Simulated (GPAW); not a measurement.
Crystal: NaCl.

```
CELL_PARAMETERS angstrom
3.50219 0.00000 0.00000
0.00000 3.50219 0.00000
0.00000 0.00000 3.50219
ATOMIC_POSITIONS crystal
Cl 0.50000 0.50000 0.50000
Na 0.00000 0.00000 0.00000
```

Measurements of this composition are mostly on another form, of space group No. 225.

| Property | Result |
| --- | --- |
| Program | GPAW 26.7.0 |
| Task | relaxation of cell and atoms |
| Functional | PBE |
| Dispersion | D3(BJ)+ATM |
| Potentials or basis | GPAW PAW data sets (gpaw-data 1.2.1) |
| Cutoff | 800 eV |
| Basis | pw |
| k mesh | 8 × 8 × 8 |
| Occupations | fermi-dirac, width 0.05 eV |
| Spin | no spin polarisation |

At the start: pressure -1.3 GPa; volume 21.48 Å³/atom.

Where does the relaxation end?

Over 3 steps the energy falls by 4.6 meV/atom and the volume is 20.34 Å³/atom (-5.3 %); space group Pm-3m (No. 221, to 0.05 Å).

Step by step:
```csv
step,energy change (eV),largest force (eV/Å),pressure (GPa),volume (Å³)
1,0.0000,0.0000,-1.35,42.96
2,-0.0013,0.0000,-1.26,42.79
3,-0.0091,0.0000,0.10,40.67
```

Final structure:
```
Cl Na
1.0
     3.43903    0.00000    0.00000
     0.00000    3.43903    0.00000
     0.00000    0.00000    3.43903
Cl Na
1 1
Direct
  0.50000 0.50000 0.50000
  0.00000 0.00000 0.00000
```

Caveat: later steps reuse the first step's grids.
